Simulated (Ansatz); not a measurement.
LiF (rocksalt), relaxed with r2SCAN in Ansatz. The symmetry is Fm-3m (No. 225, cubic); conventional cell a = 3.990 Å, 7.94 Å³ an atom. Around Li lie 6 F at 1.99 Å; around F lie 6 Li at 1.99 Å.

The axes x, y and z are those of this cell:
```xyz
2
Lattice="0.0000 1.9949 1.9949 1.9949 0.0000 1.9949 1.9949 1.9949 0.0000" Properties=species:S:1:pos:R:3 pbc="T T T"
Li    0.0000    0.0000    0.0000
F     1.9949    1.9949    1.9949
```

Unstrained: PBE gives an indirect gap of 9.347 eV, from Γ–K (0.17 of the way from Γ) to Γ; the least direct gap is 9.348 eV at Γ. Least and direct gap differ so little that the kind isn't settled. r2SCAN gives a direct gap of 10.330 eV at Γ. HSE06 gives an indirect gap of 11.674 eV, from Γ–K (0.17 of the way from Γ) to Γ; the least direct gap is 11.675 eV at Γ. Least and direct gap differ so little that the kind isn't settled. Meshes: PBE 10×10×10, r2SCAN 10×10×10, HSE06 8×8×8. Strains are changes of length per length. After each strain the atoms were relaxed again with r2SCAN within the symmetry that the strain leaves, so tilts or polar shifts that break it weren't tested; points keep the names that they have in the unstrained zone. Calculated for a static, non-magnetic cell.

(1) One strain changed the r2SCAN stress by xx -6.22, yy -6.22, zz -6.22 GPa (compression positive) and the gap by -0.894 eV (r2SCAN). Which kind of strain was it, and roughly how large?

(2) For epitaxial -0.31 % in the plane normal to [111], how far does the free direction move, and what happens to the gap?

(3) Estimate what uniaxial -1.13 % along x, other directions held does to the gap.

Answers

(1) Isotropic +3.35 % on every length. The pattern of the stress gives the kind; the size needs the stiffness, so it is an estimate.

(2) The normal strain at zero normal stress is +0.12 %, 0.39 of the in-plane strain with the sign turned. r2SCAN: the gap goes from 10.330 to 10.370 eV (+0.040 eV); least and direct gap lie within 0.04 eV, so its kind isn't settled; with r2SCAN the top three valence levels at Γ, degenerate before, become 2+1 from the top over 24 meV.

(3) r2SCAN: the gap goes from 10.330 to 10.431 eV (+0.101 eV); with r2SCAN the top three valence levels at Γ, degenerate before, become 2+1 from the top over 28 meV. The r2SCAN energy rises by 0.5 meV an atom.

Where an edge lies off the special points, it is a point of the mesh or the k point where a search put PBE's edge or least direct gap, reused for the other functionals, whose own edges may lie a little apart.

The meshes of the hybrids are coarse, so their gaps aren't converged to the digits shown.

The splittings at Γ are without spin-orbit coupling, which regroups them where it is of like size or larger.
